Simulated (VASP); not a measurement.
Wanted: the native input for a VASP 6.6.1 run.

| Quantity | Value |
| --- | --- |
| Task | band structure |
| Functional | LDA |
| Potentials or basis | VASP PAW LDA potentials, release 64 (Cs_sv, Sn_d, Br) |
| Cutoff | 520 eV |
| k mesh | 4 × 4 × 4 |
| Occupations | gaussian, width 0.02 eV |
| Spin | spin-orbit coupling, no magnetisation |
| Ladder | free |
| Further INCAR settings | ALGO = Fast; EDIFF = 1e-07; NBANDS = 59 |

The structure of CsSnBr3 lies in POSCAR:

```
CsSnBr3
1.0
    5.8390056100      0.0000000000      0.0000000000
    0.0000000000      5.8390056100      0.0000000000
    0.0000000000      0.0000000000      5.8390056100
Cs Sn Br
1 1 3
Direct
    0.0000000000      0.0000000000      0.0000000000
    0.5000000000      0.5000000000      0.5000000000
    0.0000000000      0.5000000000      0.5000000000
    0.5000000000      0.5000000000      0.0000000000
    0.5000000000      0.0000000000      0.5000000000
```

The cell is a database's computed one.

These files were run (other wordings do the same):

INCAR

```
SYSTEM = CsSnBr3
PREC = Accurate ; ENCUT = 520
EDIFF = 1E-7 ; ISMEAR = 0
SIGMA = 0.02 ; LREAL = .FALSE.
LASPH = .TRUE. ; NELM = 80
ALGO = Fast ; ISIF = 2
LWAVE = .FALSE. ; LCHARG = .FALSE.
MAGMOM = 0 0 0 0 0 0 0 0 0 0 0 0 0 0 0 ; LORBIT = 11
LSORBIT = .TRUE. ; GGA_COMPAT = .FALSE.
NBANDS = 59 ; KPAR = 4
```

KPOINTS

```
Automatic mesh
0
G
  4 4 4
  0 0 0
```

KPOINTS_OPT

```
path GXMGRX,MR
10
line-mode
reciprocal
 0.0000000000  0.0000000000  0.0000000000  G
 0.0000000000  0.5000000000  0.0000000000  X

 0.0000000000  0.5000000000  0.0000000000  X
 0.5000000000  0.5000000000  0.0000000000  M

 0.5000000000  0.5000000000  0.0000000000  M
 0.0000000000  0.0000000000  0.0000000000  G

 0.0000000000  0.0000000000  0.0000000000  G
 0.5000000000  0.5000000000  0.5000000000  R

 0.5000000000  0.5000000000  0.5000000000  R
 0.0000000000  0.5000000000  0.0000000000  X

 0.5000000000  0.5000000000  0.0000000000  M
 0.5000000000  0.5000000000  0.5000000000  R
```

Potentials or basis: VASP PAW LDA potentials, release 64 (Cs_sv, Sn_d, Br).

Launch:

```bash
$ cat potpaw_LDA.64/Cs_sv/POTCAR potpaw_LDA.64/Sn_d/POTCAR potpaw_LDA.64/Br/POTCAR > POTCAR
$ mpirun -np 4 vasp_ncl > vasp.out
```

It gave:

```json
{
  "Pressure": "-1.7 GPa",
  "Valence electrons inside the program's atomic spheres": "Cs 6.52; Sn 12.02; Br 4.84"
}
```

Wall time 3.5 min on 4 MPI ranks on AMD EPYC 9R45 96-Core Processor (Zen 5) (shared host), peak memory 0.74 GiB a rank.
